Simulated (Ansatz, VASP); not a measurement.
# Al: VASP beside Ansatz

```
Al
1.0
     0.00000    2.02481    2.02481
     2.02481    0.00000    2.02481
     2.02481    2.02481    0.00000
Al
1
Direct
  0.00000 0.00000 0.00000
```

Alike in both runs: task single point; functional PBE; k mesh 11 × 11 × 11; occupations gaussian, width 0.019 eV; no spin polarisation.

|  | VASP | Ansatz |
| --- | --- | --- |
| version | VASP 6.6.1 | Ansatz 0.2.0 |
| potentials or method | VASP PAW PBE potentials, release 64 (Al), cutoff 520 eV | all-electron LAPW, scalar-relativistic |

```tsv
	VASP	Ansatz	Ansatz less VASP
gap on the k mesh at the Fermi level (eV)	none	none	-
pressure (GPa)	-0.5	-0.5	+0.03
```

A gap of «none» marks a metal or a gap that the smearing closes. Ansatz ran all-electron here, so the differences hold the error of VASP's frozen core and of both bases.
